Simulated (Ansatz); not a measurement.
CrCuO2:

```xyz
4
Lattice="1.4867 0.8583 5.7000 -1.4867 0.8583 5.7000 0.0000 -1.7167 5.7000" Properties=species:S:1:pos:R:3 pbc="T T T"
Cu    0.0000    0.0000    0.0000
Cr    0.0000    0.0000    8.5500
O     0.0000    0.0000   15.2546
O     0.0000    0.0000    1.8454
```

Base run:

```yaml
Program: Ansatz 0.2.0
Functional: PBE
Potentials_or_basis: Ansatz PAW
Cutoff: 250 eV
Density_cutoff: 1000 eV
k_mesh: 10 × 10 × 10
Occupations: fermi-dirac, width 0.05 eV
Spin: collinear spin, ferromagnetic start
Starting_moments: "[0.6, 3.0, 0.0, 0.0] μB"
```

Its results: band gap on the k mesh 1.11 eV, indirect (least direct gap 1.20 eV); pressure -1.5 GPa; net moment 3.00 μB per cell; site moments Cu +0.01; Cr +2.40; O +0.01 μB; largest force 0.905 eV/Å.

The run is repeated on the same cell with these changes: functional from PBE to SVWN5; cutoff from 250 eV to 420 eV (not typed: the program's choice for these potentials). What comes out?

Band gap on the k mesh 0.75 eV, indirect (least direct gap 0.95 eV); pressure -10.3 GPa; net moment 3.00 μB per cell; site moments Cu +0.01; Cr +2.39; O +0.01 μB; largest force 0.077 eV/Å.

SVWN5 binds more tightly than PBE, so the same cell stands under less pressure.

Caveats: only a ferromagnetic start was run, and an antiferromagnetic order may lie lower in energy; the pressure holds a Pulay correction of +144.5 GPa for the finite cutoff (some runs); the cutoff lies under the one recommended for these potentials (some runs); the PAW data sets come from PBE, with cores solved anew for the run's functional, which leaves a small shift of forces and pressure (some runs).
